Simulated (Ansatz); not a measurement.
The calculation used DFT PBE, scalar-relativistic, plane waves, PAW in Ansatz 0.2.0. Settings: cutoff 420 eV, Γ-centred meshes spaced at most about 0.3 Å⁻¹, and about 0.25 Å⁻¹ or finer for metals (2π included), Gaussian smearing. No spin polarisation.

Temperature and zero-point effects are left out.

Problem. Order these relaxed structures of SnH5 by energy, lowest first, with the energy over the lowest of them.
1.

```
Sn H
1.0
    -2.35227    2.35227    2.41348
     2.35227   -2.35227    2.41348
     2.35227    2.35227   -2.41348
Sn H
1 5
Direct
  0.50000 0.50000 0.00000
  0.22007 0.22007 0.44013
  0.77993 0.77993 0.55986
  0.22007 0.77993 0.00000
  0.77993 0.22007 0.00000
  0.00000 0.00000 0.00000
```

2.

```
Sn H
1.0
     0.00000    2.74020    2.74020
     2.74020    0.00000    2.74020
     2.74020    2.74020    0.00000
Sn H
1 5
Direct
  0.00000 0.00000 0.00000
  0.25000 0.25000 0.25000
  0.21504 0.59499 0.59499
  0.59499 0.59499 0.59499
  0.59499 0.21504 0.59499
  0.59499 0.59499 0.21504
```

3.

```
Sn H
1.0
     3.50491    0.00000    0.00000
    -1.75245    3.03534    0.00000
     0.00000    0.00000    5.59320
Sn H
1 5
Direct
  0.00000 0.00000 0.00000
  0.33333 0.66667 0.67300
  0.00000 0.00000 0.56856
  0.33333 0.66667 0.50000
  0.00000 0.00000 0.43145
  0.33333 0.66667 0.32700
```

Solution. 3 (0 meV/atom), 1 (314 meV/atom), 2 (600 meV/atom). Forms: cell 3 P-6m2; cell 1 I4/mmm; cell 2 F-43m. Counting H atoms around Sn (those within 1.25 times the shortest such distance or 1.15 times the sum of covalent radii; a plus sign parts nearer from farther groups): cell 3 has Sn 2+6; cell 1 has Sn 4; cell 2 has Sn 16. Cell 3 holds H–H pairs as short as in free H₂ molecules (shortest 0.77 Å) (bonds between like non-metal atoms; other contacts aren't counted). All come from invented guesses. The lowest form computed isn't among them: it has space group P-6m2 (No. 187), 21.9 Å³/atom and lies 125 meV/atom below the best shown. Even the lowest of the cells shown lies +0.39 eV/atom against the elements.

Weakly bound directions are ill-defined at this level, which has no dispersion term (P-6m2, I4/mmm), and this can change margins and order among such cells. With hydrogen, zero-point motion can shift such differences by 10 meV/atom or more. Cells relaxed within their symmetry can be saddle points. Some candidate types were left out of the draw beforehand, so a known form may be missing.
